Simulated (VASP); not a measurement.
# ZnSe (Stilleite) (F-43m) in VASP: notebook

One crystal, ZnSe (Stilleite), is run at these levels: HSE06; tasks: single point.

Program: VASP 6.6.1. These are calculated values, not measurements. Logs are shortened: lines on timing, memory, paths and dates and some standing lists are left out, and cuts for length are marked.

### Step 1. Starting point

The structure is cubic, space group F-43m (No. 216). Conventional cell: a = 5.668 Å, b = 5.668 Å, c = 5.668 Å, α = 90.00°, β = 90.00°, γ = 90.00°. Around Se (site symmetry -43m) lie 4 Zn at 2.45 Å. Around Zn (site symmetry -43m) lie 4 Se at 2.45 Å.

### Step 2. Single point, HSE06

Contents of POSCAR:

```
ZnSe
1.0
    0.0000000000      2.8338000000      2.8338000000
    2.8338000000      0.0000000000      2.8338000000
    2.8338000000      2.8338000000      0.0000000000
Se Zn
1 1
Direct
    0.7500000000      0.7500000000      0.7500000000
    0.0000000000      0.0000000000      0.0000000000
```

Contents of INCAR.step1:

```
PREC = Accurate
ENCUT = 350
EDIFF = 1E-5
ISMEAR = 0
SIGMA = 0.01
LREAL = F
LASPH = T
NELM = 100
ALGO = Normal
ISIF = 2
LWAVE = T
NBANDS = 17
NKRED = 2
GGA = PE
```

Contents of INCAR.step2:

```
PREC = Accurate
ENCUT = 350
EDIFF = 1E-6
ISMEAR = 0
SIGMA = 0.01
LREAL = F
LASPH = T
NELM = 100
ALGO = Normal
ISIF = 2
LWAVE = F
LCHARG = F
GGA = PE
LHFCALC = T
HFSCREEN = 0.2
PRECFOCK = Fast
NBANDS = 17
NKRED = 2
ISTART = 1
```

Contents of KPOINTS:

```
regular mesh
0
Gamma
  6 6 6
```

Potentials or basis: VASP PAW PBE potentials, release 64 (Se, Zn).

The run is started by

```console
$ cat potpaw_PBE.64/Se/POTCAR potpaw_PBE.64/Zn/POTCAR > POTCAR
$ cp INCAR.step1 INCAR
$ mpirun -np 1 vasp_std > vasp.out
$ cp INCAR.step2 INCAR
$ mpirun -np 1 vasp_std > vasp.out
```

OUTCAR:

```text
PREC = Accurate
   ENCUT = 350
   EDIFF = 1E-6
   ISMEAR = 0
   LREAL = F
   LASPH = T
   NELM = 100
   ISIF = 2
   GGA = PE
   LHFCALC = T
   HFSCREEN = 0.2
   PRECFOCK = Fast
   NKRED = 2
   ISTART = 1

 Found     16 irreducible k-points:

 Following reciprocal coordinates:
            Coordinates               Weight
  0.000000  0.000000  0.000000      1.000000
  0.166667  0.000000  0.000000      8.000000
  0.333333  0.000000  0.000000      8.000000
  0.500000  0.000000  0.000000      4.000000
  0.166667  0.166667  0.000000      6.000000
  0.333333  0.166667  0.000000     24.000000
   k-points           NKPTS =     16   k-points in BZ     NKDIM =    216   number of bands    NBANDS=     17
   number of dos      NEDOS =    301   number of ions     NIONS =      2
   total plane-waves  NPLWV =  13824
   dimension x,y,z NGX =    24 NGY =   24 NGZ =   24
   dimension x,y,z NGXF=    48 NGYF=   48 NGZF=   48
   ions per type =               1   1
   NGX,Y,Z   is equivalent  to a cutoff of   9.96,  9.96,  9.96 a.u.
   NGXF,Y,Z  is equivalent  to a cutoff of  19.91, 19.91, 19.91 a.u.
 SYSTEM =  unknown system
   PREC   = accura    normal or accurate (medium, high low for compatibility)
   ISTART =      1    job   : 0-new  1-cont  2-samecut
   ICHARG =      0    charge: 1-file 2-atom 10-const
   ISPIN  =      1    spin polarized calculation?
   LNONCOLLINEAR =      F non collinear calculations
   LSORBIT =      F    spin-orbit coupling
   LASPH  =      T    aspherical Exc in radial PAW
   ENCUT  =  350.0 eV  25.72 Ry    5.07 a.u.   6.11  6.11  6.11*2*pi/ulx,y,z
   NELM   =    100;   NELMIN=  2; NELMDL=  0     # of ELM steps
   EDIFF  = 0.1E-05   stopping-criterion for ELM
   LREAL  =      F    real-space projection
   EDIFFG = 0.1E-04   stopping-criterion for IOM
   NSW    =      0    number of steps for IOM
   IBRION =     -1    ionic relax: 0-MD 1-quasi-New 2-CG
   NFREE  =      0    steps in history (QN), initial steepest desc. (CG)
   ISIF   =      2    stress and relaxation
   ISYM   =      3    0-nonsym 1-usesym 2-fastsym
   POTIM  = 0.5000    time-step for ionic-motion
   TEBEG  =    0.0;   TEEND  =   0.0 temperature during run
   PSTRESS=    0.0 pullay stress
   NELECT =      18.0000    total number of electrons
   NUPDOWN=      -1.0000    fix difference up-down
   EMIN   =  10.00;   EMAX   =-10.00  energy-range for DOS
   EFERMI =   0.00;   METHOD = LEGACY
   ISMEAR =     0;   SIGMA  =   0.01  broadening in eV -4-tet -1-fermi 0-gaus
   EFERMI_NEDOS =   21; number of points for ismear=-14 and -15
   IALGO  =     38    algorithm
   IMIX   =      1    mixing-type and parameters
     AMIX     =   0.40;   BMIX     =  1.00
     AMIX_MAG =   1.60;   BMIX_MAG =  1.00
  volume/ion in A,a.u.               =      22.76       153.57
  Fermi-wavevector in a.u.,A,eV,Ry     =   1.201673  2.270834 19.647073  1.444019
  Thomas-Fermi vector in A             =   2.337476
   LORBIT       =      0    0 simple, 1 ext, 2 COOP (PROOUT), +10 PAW based schemes
   GGA     = PE    functional components
   LHFCALC =     T    Hartree Fock is set to
   PRECFOCK=fast      Normal, Fast or Accurate (Low or Medium for compatibility)
   ENCUT4O =  -1.0   cutoff for four orbital integrals eV
   NKREDX  =     2    reduce k-point grid by
   NKREDY  =     2    reduce k-point grid by
   NKREDZ  =     2    reduce k-point grid by
   AEXX    =    0.2500 exact exchange contribution
   HFSCREEN=    0.2000 screening length (either q_TF or 0.3 A-1)
   HFSCREENC=   0.2000 screening length for correlation (either q_TF or 0.3 A-1)
   ENCUTFOCK=  -1.0 apply spherical cutoff to Coloumb kernel
   IVDW    =     0    specifies the selected vdW correction
   LEPSILON=     F    determine dielectric tensor
   LRPA    =     F    only Hartree local field effects (RPA)
 non-spin polarized calculation
 Gauss-broadening in eV      SIGMA  =   0.01
  energy-cutoff  :      350.00
  volume of cell :       45.51
 maximum number of plane-waves:       692
  NGX = 14; NGY = 14; NGZ = 14

 number of electron      17.9999993 magnetization

 Free energy of the ion-electron system (eV)
  ---------------------------------------------------
  ext. energy  EPLUGINS =         0.00000000
  ---------------------------------------------------
  free energy    TOTEN  =        -7.45229593 eV

  energy without entropy =       -7.45229593  energy(sigma->0) =       -7.45229593

 E-fermi :   0.9475     XC(G=0):  -7.7256

 val. band max:        0.8854017615   @ k =   0.0000   0.0000   0.0000
 cond. band min:       3.4400991732   @ k =   0.0000   0.0000   0.0000
 fundamental gap:      2.5546974118
 Fermi energy:         0.9474623959

 k-point     1 :       0.0000    0.0000    0.0000
  band No.  band energies     occupation
      1     -13.4460      2.00000
      2      -7.2152      2.00000
      3      -7.2151      2.00000
      4      -7.2151      2.00000
      5      -6.8788      2.00000
      6      -6.8788      2.00000
[... 9 lines left out ...]
     16      13.6730      0.00000
     17      15.2929      0.00000

 k-point     2 :       0.1667    0.0000    0.0000
  band No.  band energies     occupation
      1     -13.2434      2.00000
      2      -7.1905      2.00000
      3      -7.1904      2.00000
      4      -7.1683      2.00000
      5      -6.8834      2.00000
      6      -6.8834      2.00000
[... 9 lines left out ...]
     16      13.3026      0.00000
     17      14.8455      0.00000

 k-point     3 :       0.3333    0.0000    0.0000
  band No.  band energies     occupation
      1     -12.8343      2.00000
      2      -7.1493      2.00000
      3      -7.1492      2.00000
      4      -6.9737      2.00000
      5      -6.8746      2.00000
      6      -6.8745      2.00000
[... 9 lines left out ...]
     16      13.2662      0.00000
     17      18.0202      0.00000

 k-point     4 :       0.5000    0.0000    0.0000
  band No.  band energies     occupation
      1     -12.5700      2.00000
      2      -7.1332      2.00000
      3      -7.1331      2.00000
      4      -6.8681      2.00000
      5      -6.8681      2.00000
      6      -6.6925      2.00000
[... 9 lines left out ...]
     16      15.4814      0.00000
     17      16.7519      0.00000

 k-point     5 :       0.1667    0.1667    0.0000
  band No.  band energies     occupation
      1     -13.1757      2.00000
      2      -7.1887      2.00000
      3      -7.1650      2.00000
      4      -7.1649      2.00000
      5      -6.8960      2.00000
      6      -6.8743      2.00000
[... 9 lines left out ...]
     16      14.4420      0.00000
     17      16.2898      0.00000

 k-point     6 :       0.3333    0.1667    0.0000
  band No.  band energies     occupation
      1     -12.8300      2.00000
      2      -7.1435      2.00000
      3      -7.1188      2.00000
      4      -7.0565      2.00000
      5      -6.8851      2.00000
      6      -6.8627      2.00000
[... 9 lines left out ...]
     16      14.8279      0.00000
     17      17.4332      0.00000

 [... further k-points ...]
[... 5 lines left out ...]
  --------------------------------------------------------------------------------------
  -------------------------------------------------------------------------------------
  Total        0.2070994      0.2070994      0.2070994      0.0000000      0.0000000     -0.0000000
  in kB        7.2904084      7.2904084      7.2904084      0.0000000      0.0000000     -0.0000000
  external PRESSURE =       7.2904084 kB  Pullay stress =       0.0000000 kB

 VOLUME and BASIS-vectors are now :
 -----------------------------------------------------------------------------
  energy-cutoff  :      350.00
  volume of cell :       45.51
      direct lattice vectors                 reciprocal lattice vectors
     0.000000000  2.833800000  2.833800000    -0.176441527  0.176441527  0.176441527
     2.833800000  0.000000000  2.833800000     0.176441527 -0.176441527  0.176441527
     2.833800000  2.833800000  0.000000000     0.176441527  0.176441527 -0.176441527

 POSITION                                       TOTAL-FORCE (eV/Angst)
 -----------------------------------------------------------------------------------
      4.25070      4.25070      4.25070        -0.000000     -0.000000     -0.000000
      0.00000      0.00000      0.00000         0.000000      0.000000      0.000000
 -----------------------------------------------------------------------------------
    total drift:                               -0.000100     -0.000081     -0.000066

  FREE ENERGIE OF THE ION-ELECTRON SYSTEM (eV)
  ---------------------------------------------------
  free  energy   TOTEN  =        -7.4522959327 eV

  energy  without entropy=       -7.4522959327  energy(sigma->0) =       -7.45229593
```

Run time: 82 s. Hardware: 1 thread of AMD EPYC 9R45 (Zen 5), shared host; peak memory 0.22 GiB.

These settings aren't checked as converged: the numbers below hold their error.

Results:

- Free energy: -7.4523 eV
- Pressure: 0.7 GPa
- Band gap on the k mesh: 2.55 eV, direct

Caveat: the PAW data sets were made with another functional, which shifts forces and pressure a little.

### Step 3. Single point, HSE06

POSCAR is that of step 2.

Contents of INCAR.step1:

```
PREC = Accurate
ENCUT = 400
EDIFF = 1E-5
ISMEAR = 0
SIGMA = 0.01
LREAL = F
LASPH = T
NELM = 100
ALGO = Normal
ISIF = 2
LWAVE = T
NBANDS = 17
NKRED = 1
GGA = PE
```

INCAR.step2: that of step 2 with these lines changed.

```diff
@@ -1,3 +1,3 @@
 PREC = Accurate
-ENCUT = 350
+ENCUT = 400
 EDIFF = 1E-6
@@ -17,3 +17,3 @@
 NBANDS = 17
-NKRED = 2
+NKRED = 1
 ISTART = 1
```

KPOINTS is that of step 2.

Potentials or basis: VASP PAW PBE potentials, release 64 (Se, Zn).

The run is started by

```console
$ cat potpaw_PBE.64/Se/POTCAR potpaw_PBE.64/Zn/POTCAR > POTCAR
$ cp INCAR.step1 INCAR
$ mpirun -np 1 vasp_std > vasp.out
$ cp INCAR.step2 INCAR
$ mpirun -np 1 vasp_std > vasp.out
```

Run time: 12 min. Hardware: 1 thread of AMD EPYC 9R45 (Zen 5), shared host; peak memory 0.24 GiB.

These settings aren't checked as converged: the numbers below hold their error.

What came out:

```
Free energy            : -7.4419 eV
Pressure               : 0.9 GPa
Band gap on the k mesh : 2.42 eV, direct
```

Caveat: the PAW data sets were made with another functional, which shifts forces and pressure a little.
